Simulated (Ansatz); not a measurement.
Runs of Ansatz 0.2.0 on SnTe. It takes space group Pm-3m (No. 221, cubic). Conventional cell: a = 3.905 Å, b = 3.905 Å, c = 3.905 Å, α = 90.00°, β = 90.00°, γ = 90.00°. Te (site symmetry m-3m) has 8 Sn at 3.38 Å as nearest neighbours. Around Sn (site symmetry m-3m) lie 8 Te at 3.38 Å. Measurements of this composition are mostly on another form, of space group No. 225.

| task | level | potentials or basis | spin | k mesh | smearing | gap on the mesh (eV) | pressure (GPa) |
| --- | --- | --- | --- | --- | --- | --- | --- |
| single point | PBE | all-electron LAPW, scalar-relativistic | off | 7 × 7 × 7 | gaussian 0.05 eV | none | -1.1 |
| single point | LDA | all-electron LAPW, scalar-relativistic | off | 7 × 7 × 7 | gaussian 0.1 eV | none | (b) |
| band structure | PBEsol+D3(BJ) | all-electron LAPW, scalar-relativistic | off | 7 × 7 × 7 | gaussian 0.1 eV | - | -6.0 |
| single point | RPBE | all-electron LAPW, scalar-relativistic | off | 7 × 7 × 7 | gaussian 0.05 eV | none | 0.3 |
| atomic charges | BLYP+D3(BJ) | all-electron LAPW, relativistic spinors | SOC, no magnetisation | 5 × 5 × 5 | gaussian 0.05 eV | none | (a) |

Alike in all rows: cell as given; cutoff (eV) 152; basis error allowed 0.001 eV/atom.

Q: Fill in the values left out.

A: (a) -0.5; (b) -4.8.

Caveats: pairwise dispersion overbinds metals, which lowers pressure and volume (some runs); spin-orbit coupling is left out, which moves the levels of the heavy elements (some runs); the k mesh is thin for a metal, which can move the energy by tens of meV per atom (some runs).

A k mesh can miss the band edges, and rows without SOC leave out spin-orbit coupling on Sn, Te.

A gap of «none» marks a metal or a gap under the smearing width.
